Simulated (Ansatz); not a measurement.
I (diamond type), DFT, PBE, PAW with Ansatz's default frozen-core files, scalar-relativistic (Ansatz 0.2.0), on 1 thread of Arm Neoverse V1 (shared host).

Command: `ansatz run input.yaml --threads 1 --pin off --max-ram 2048MiB --backend cpu --events-out ev --progress --plain --runs-dir out`

```yaml
crystal:
  lattice:
    - [0.0, 3.7162712195, 3.7162712195]
    - [3.7162712195, 0.0, 3.7162712195]
    - [3.7162712195, 3.7162712195, 0.0]
  atoms:
    - { symbol: I, position: [-0.125, -0.125, -0.125] }
    - { symbol: I, position: [0.125, 0.125, 0.125] }
kpoints:
  mp_grid: { grid: [10, 10, 10] }
scf:
  occupations: { method: fermi_dirac, width: 0.1 }
hamiltonian:
  xc: pbe
  pseudopotentials: { kind: paw }
output:
  forces: true
  stress: true
  eigenvalues: true
  populations: true
```

(1) How large is the problem that the program sets up?

(2) About how long does it take?

Answers

(1) 47 irreducible k-points, 1989 plane waves at Γ, 21 bands.

(2) 7.2 s of wall time for 6 SCF iterations. Times on shared machines scatter by tens of per cent.
